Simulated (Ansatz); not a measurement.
Crystal: SrO.

```
Sr O
1.0
     0.00000    2.56630    2.56630
     2.56630    0.00000    2.56630
     2.56630    2.56630    0.00000
Sr O
1 1
Direct
  0.50000 0.50000 0.50000
  0.00000 0.00000 0.00000
```

- Program: Ansatz 0.2.0
- Task: relaxation of cell and atoms
- Functional: RPBE
- Dispersion: D4
- Potentials or basis: all-electron LAPW, scalar-relativistic
- Basis error allowed: 0.001 eV/atom
- k mesh: 9 × 9 × 9
- Occupations: fermi-dirac, width 0.05 eV
- Spin: no spin polarisation

At the start: volume 16.90 Å³/atom.

**Question.** How do energy, volume and symmetry change on relaxing?

**Answer.** Over 5 steps the energy falls by 6.0 meV/atom and the volume is 17.53 Å³/atom (+3.7 %); space group Fm-3m (No. 225, to 0.05 Å).

The path:
```csv
step,energy change (eV),largest force (eV/Å),volume (Å³)
1,0.0000,0.0000,33.80
2,-0.0048,0.0000,36.09
3,-0.0121,0.0000,35.12
4,-0.0121,0.0000,35.05
5,-0.0121,0.0000,35.05
```

Final structure:
```yaml
crystal:
  lattice:
    - [0.00000, 2.59756, 2.59756]
    - [2.59756, 0.00000, 2.59756]
    - [2.59756, 2.59756, 0.00000]
  atoms:
    - { symbol: Sr, position: [0.50000, 0.50000, 0.50000] }
    - { symbol: O, position: [0.00000, 0.00000, 0.00000] }
```
